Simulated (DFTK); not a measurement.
The system is Co.

```
Co
1.0
     2.47200    0.00000    0.00000
    -1.23600    2.14081    0.00000
     0.00000    0.00000    4.02114
Co
2
Cartesian
  1.2360 0.7136 3.0159
  0.0000 1.4272 1.0053
```

Base run:

```yaml
Program: DFTK 0.8.2
Functional: r2SCAN
Potentials_or_basis: SG15 1.2 (PBE)
Cutoff: 1225 eV
k_mesh: 9 × 9 × 5
Occupations: fermi-dirac, width 0.05 eV
Spin: collinear spin, ferromagnetic start
Starting_moments: "[2.0, 2.0] μB"
```

Its results: band gap on the k mesh none (metal or under the smearing width); pressure 0.9 GPa; net moment 3.58 μB per cell; site moments Co +1.79 μB.

Problem. The run is repeated on the same cell with these changes: k mesh from 9 × 9 × 5 to 7 × 7 × 4. What comes out?

Solution. Band gap on the k mesh none (metal or under the smearing width); pressure 2.2 GPa; net moment 3.67 μB per cell; site moments Co +1.84 μB.

Caveats: some runs use coarse meshes; the potentials were made for another functional, which shifts forces and pressure.

Not every run made on this cell is shown here.
